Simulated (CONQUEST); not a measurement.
Crystal: TePb.

```
CELL_PARAMETERS angstrom
4.56932 0.00000 0.00000
0.00000 4.56932 0.00000
0.00000 0.00000 6.46200
ATOMIC_POSITIONS crystal
Pb 0.00000 0.00000 0.00000
Pb 0.50000 0.50000 0.50000
Te 0.00000 0.00000 0.50000
Te 0.50000 0.50000 0.00000
```

```yaml
Program: CONQUEST 1.3
Task: single point
Functional: PBE
Potentials_or_basis: PseudoDojo NC PBE, SZ, grid cutoff 120 Ha
k_mesh: 6 × 6 × 4
Occupations: fermi-dirac, width 0.05 eV
Spin: no spin polarisation
```

On this cell: pressure 5.6 GPa; largest force zero by symmetry; band gap on the k mesh 0.93 eV.

The same run follows on a disturbed copy (atoms moved at random, drawn with an rms of 0.05 Å):

```xyz
4
Lattice="4.5693 0.0000 0.0000 0.0000 4.5693 0.0000 0.0000 0.0000 6.4620" Properties=species:S:1:pos:R:3 pbc="T T T"
Pb    2.2634    2.2484    3.2312
Pb    4.5481    4.5330    0.0002
Te    2.2742    2.2806    0.0466
Te    4.5589    4.5653    3.2776
```

Task: What does the disturbed cell give?

Result: The energy moves by +1.5 meV/atom; pressure 5.5 GPa; largest force 0.107 eV/Å; band gap on the k mesh 0.94 eV.

Forces in eV/Å, atoms in the order of the input:
```
Pb   0.013  0.052  0.080
Pb   0.013  0.052  0.080
Te  -0.024 -0.056 -0.088
Te  -0.024 -0.056 -0.088
```

The forces don't sum to zero, so they hold noise of the program's grid.

Caveats: the atomic basis is small; spin-orbit coupling is left out, which as a rule narrows the gap of such compounds by several tenths of an eV; the basis of atomic orbitals isn't converged, which shifts pressures, moduli and gaps; the box holds several primitive cells, so bands are folded and the points are those of the box's own zone (some runs); the real-space grid breaks the cell's symmetry a little (some runs).

A k mesh can miss the band edges.
